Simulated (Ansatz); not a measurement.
BaF₂:
```
CELL_PARAMETERS angstrom
      0.00000     3.12321     3.12321
      3.12321     0.00000     3.12321
      3.12321     3.12321     0.00000
ATOMIC_POSITIONS crystal
  Ba 0.00000 0.00000 0.00000
  F  0.25000 0.25000 0.25000
  F  0.75000 0.75000 0.75000
```

Cartesian axes are those of the cell as given.

### Question
Give the high-frequency dielectric tensor and the Born effective charge tensors of the independent atoms from DFPT, the program Ansatz at the PBE level (PAW).

### Answer

ε∞:
```
2.34  0.00  0.00
0.00  2.34  0.00
0.00  0.00  2.34
```
Z* of atom 1 (Ba), rows: field, columns: displacement, in e:
```
2.59  0.00  0.00
0.00  2.59  0.00
0.00  0.00  2.59
```
Z* of atom 2 (F), rows: field, columns: displacement, in e:
```
-1.29   0.00   0.00
 0.00  -1.29   0.00
 0.00   0.00  -1.29
```

Static charges for comparison (Bader): Ba1 +1.69, F2 -0.84 e. Born charges measure polarisation by displacement and can exceed these by far.

Space group Fm-3m (fluorite). The PBE relaxation kept the symmetry of its start; phonons on a q-mesh show no instability. Scalar-relativistic: spin–orbit coupling is off unless named, which matters more the heavier the elements.

Potentials: the later of the program's two PAW sets.
